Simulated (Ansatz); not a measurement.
# AlN: band gap under strain

How does strain move the band edges of AlN in the zincblende structure, and do the functionals agree on it? States: -0.5 % strain along x alone; +3.9 % biaxial strain in x and y, z held; -3.2 % biaxial strain in x and y, free along z.

Code: Ansatz 0.2.0. PAW datasets, plane waves. Computed at 0 K without zero-point motion; spin polarisation is off.

### 1 The structure to begin with

The unstrained cell was relaxed with r2SCAN; in each strained cell the atoms were relaxed again with r2SCAN. Names of k-points are those of the unstrained zone, where strain can split equivalent points. First state: -0.5 % strain along x alone.

The symmetry is I-4m2 (No. 119, tetragonal); a = 3.090 Å, c = 4.349 Å in the conventional setting, 10.38 Å³ an atom. Around Al lie 4 N at 1.89 Å; around N lie 4 Al at 1.89 Å.

Structure file:

```
Al N
1.0
     0.00000    2.18488    2.18488
     2.17461    0.00000    2.18488
     2.17461    2.18488    0.00000
Al N
1 1
Direct
  0.00000 0.00000 0.00000
  0.25000 0.25000 0.25000
```

### 2 -0.5 % strain along x alone: PBE

Contents of input.yaml:

```yaml
crystal:
  lattice:
    - [0.0, 2.1848764127, 2.1848764127]
    - [2.1746074935, 0.0, 2.1848764127]
    - [2.1746074935, 2.1848764127, 0.0]
  atoms:
    - { symbol: Al, position: [0.0, 0.0, 0.0] }
    - { symbol: "N", position: [0.25, 0.25, 0.25] }
kpoints:
  mp_grid: { grid: [10, 10, 10] }
  band_path:
    path:
      - [0.0, 0.0, 0.0]
      - [-0.5, -0.5, 0.0]
      - [-0.375, -0.375, 0.25]
      - [-0.375, 0.0, 0.375]
      - [0.0, 0.0, 0.5]
      - [-0.5, -0.25, 0.25]
      - [0.0, 0.5, 0.5]
    npoints: 1
hamiltonian:
  xc: pbe
scf:
  occupations: { method: fermi_dirac, width: 0.02 }
  n_extra_bands: 4
output:
  forces: true
  stress: true
  eigenvalues: true
```

Launch:

```bash
> ansatz run input.yaml --threads 4 --pin off --max-ram 3686MiB --backend cpu --events-out ev --progress --plain --runs-dir out
```

After this run come: -0.5 % strain along x alone: r2SCAN; -0.5 % strain along x alone: HSE06; +3.9 % biaxial strain in x and y, z held: PBE; +3.9 % biaxial strain in x and y, z held: r2SCAN; +3.9 % biaxial strain in x and y, z held: HSE06; -3.2 % biaxial strain in x and y, free along z: PBE; -3.2 % biaxial strain in x and y, free along z: r2SCAN; -3.2 % biaxial strain in x and y, free along z: HSE06.

**Question.** What will these runs give?

As calculated:

Least gap in eV (negative: overlap):

| state | PBE | r2SCAN | HSE06 |
| --- | --- | --- | --- |
| -0.5 % strain along x alone | 3.30 | 3.92 | 4.53 |
| +3.9 % biaxial strain in x and y, z held | 3.09 | 3.68 | 4.27 |
| -3.2 % biaxial strain in x and y, free along z | 3.12 | 3.74 | 4.36 |

Where both were run, the HSE06 gap lies +1.19 to +1.24 eV from PBE's, each on its own k points. In PBE the gap is least under +3.9 % biaxial strain in x and y, z held (3.09 eV) and largest under -0.5 % strain along x alone (3.30 eV).
